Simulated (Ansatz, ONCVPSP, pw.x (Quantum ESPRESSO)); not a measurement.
P (Z = 15): one change to the ONCV potential, in the atom and in the fcc crystal

```
Element                 : P
Generator               : ONCVPSP 4.0.1
Type                    : optimised norm-conserving Vanderbilt (ONCV)
Functional              : PBE
Relativity              : scalar-relativistic
Frozen core             : [Ne]
Valence charge          : 5
Reference configuration : 3s2 3p3
Partial waves           : 3s: rc 1.45 bohr, ncon 3, nbas 7, qcut 5.7 1/bohr, local; 3p: rc 1.45 bohr, ncon 4, nbas 7, qcut 6 1/bohr, 1 projector
Local potential         : the s channel
Core correction         : polynomial model core, fcfact 0.6
```

Change: all radii but the core radius scaled by about 1.20 (s 1.74, p 1.74 bohr).

Cutoffs, loose and tight: the cutoffs (Ha) at which the residual kinetic energy of the hardest occupied pseudo-wave falls to 1 and 0.1 mHa per electron. They do not see the model core or the augmentation charge, which bear on the density cutoff. Test errors are all-electron minus pseudo excitation energies from the reference, over the configurations 3s2 3p2; 3s2 3p1; 3s2 3p0; 3s0 3p5; variants that change the core or the reference have their own tests.

Crystal test: fcc P in pw.x 7.5, no spin, 14³ k-points, Fermi–Dirac smearing 0.01 Ry, cutoffs set for each file from its atomic test. The reference is all-electron LAPW (Ansatz 0.2.0) with the same functional, mesh and smearing; V0 and B0 come from Birch–Murnaghan fits to the pressures at five volumes. Errors are pseudo minus all-electron; Δ is the rms difference of the E(V) curves that follow from these fits, minima aligned, over ±6 % about the mean V0. Mesh and smearing are coarse, so the numbers serve the comparison and aren't converged zero-temperature values; the lattice is a test structure that the element need not adopt.

All-electron: a0 = 3.878 Å (V0 = 14.58 Å³/atom), B0 = 88.9 GPa.

Does the change bring the crystal closer to the all-electron result?

The mean pressure error goes from +12.63 to +12.37 GPa, a small move against the size of the error. Neither pressure curve crosses zero within the volumes sampled, so no fits are given.

```
                       quantity       base    changed
                 outcome (atom)  generated  generated
           cutoff, loose (atom)      11 Ha      11 Ha
           cutoff, tight (atom)      20 Ha      13 Ha
            bound ghosts (atom)       none       none
largest test error (meV) (atom)        +55        +68
           cutoffs in pw.x (Ry)     50/200     50/200
      mean pressure error (GPa)     +12.63     +12.37
```

Base: This is a poor potential for the solid. The free energy does not fall steadily as the cutoff rises, most likely since the density grid, which shrinks with it, is too coarse for the model core; the lower cutoffs are not converged. The atomic tests give no hint of an error of this size, and its cause was not traced. Changed file: This is a poor potential for the solid. The free energy does not fall steadily as the cutoff rises, most likely since the density grid, which shrinks with it, is too coarse for the model core; the lower cutoffs are not converged.
